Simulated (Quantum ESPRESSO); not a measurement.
The system is Ag.

```
Ag
1.0
     0.00000    2.04275    2.04275
     2.04275    0.00000    2.04275
     2.04275    2.04275    0.00000
Ag
1
Direct
  0.00000 0.00000 0.00000
```

Base run:

```yaml
Program: Quantum ESPRESSO 7.5
Functional: PBE
Potentials_or_basis: Ansatz NC SR PBE
Cutoff: 966 eV
Density_cutoff: 3864 eV
k_mesh: 11 × 11 × 11
Occupations: fermi-dirac, width 0.05 eV
Spin: no spin polarisation
```

Its results: band gap on the k mesh none (metal or under the smearing width); pressure 4.4 GPa.

Problem. The run is repeated on the same cell with these changes: potentials or basis from Ansatz NC SR PBE to SG15 PBE 1.2; cutoff from 966 eV to 952 eV; density cutoff from 3864 eV to 3810 eV; k mesh from 11 × 11 × 11 to 6 × 6 × 6. What comes out?

Solution. Band gap on the k mesh none (metal or under the smearing width); pressure 5.4 GPa.

Caveats: some runs use coarse meshes.
